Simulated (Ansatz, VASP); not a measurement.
**Ag in VASP and in Ansatz**

```xyz
1
Lattice="0.0000 2.0427 2.0427 2.0427 0.0000 2.0427 2.0427 2.0427 0.0000" Properties=species:S:1:pos:R:3 pbc="T T T"
Ag    0.0000    0.0000    0.0000
```

Alike in both runs: task single point; functional PBEsol; k mesh 11 × 11 × 11; occupations fermi-dirac, width 0.05 eV; no spin polarisation.

```csv
,VASP,Ansatz
version,VASP 6.6.1,Ansatz 0.2.0
potentials or method,"VASP PAW PBE potentials, release 64 (Ag)",Ansatz PAW
plane-wave cutoff (eV),520,420
valence electrons in the cell,11,19
```

Ansatz gave:

```
gap on the k mesh at the Fermi level (eV) : none
pressure (GPa)                            : -2.9
```

**Question.** Estimate VASP's values.

**Answer.** gap on the k mesh at the Fermi level (eV): none; pressure (GPa): -3.1.

A gap of «none» marks a metal or a gap that the smearing closes. The functional is the same, so the differences come from potentials, cutoffs and numerics. The two sets of potentials don't hold the same shells in valence.

Caveats: the PAW data sets were made with another functional, which shifts forces and pressure a little (VASP); the PAW data sets come from PBE, with cores solved anew for the run's functional, which leaves a small shift of forces and pressure (Ansatz).
